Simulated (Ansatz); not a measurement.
The system is In.

```xyz
1
Lattice="-1.6255 1.6255 2.4737 1.6255 -1.6255 2.4737 1.6255 1.6255 -2.4737" Properties=species:S:1:pos:R:3 pbc="T T T"
In    0.0000    0.0000    0.0000
```

Base run:

- Program: Ansatz 0.2.0
- Functional: PBE
- Potentials or basis: Ansatz PAW
- Cutoff: 420 eV (not typed: the program's choice for these potentials)
- k mesh: 11 × 11 × 11
- Occupations: gaussian, width 0.05 eV
- Spin: no spin polarisation

Its results: band gap on the k mesh none (metal or under the smearing width); pressure 2.0 GPa.

Q: The run is repeated on the same cell with these changes: functional from PBE to LDA. What comes out?

A: Band gap on the k mesh none (metal or under the smearing width); pressure -2.6 GPa.

LDA binds more tightly than PBE, so the same cell stands under less pressure.

Caveats: the PAW data sets come from PBE, with cores solved anew for the run's functional, which leaves a small shift of forces and pressure (some runs).
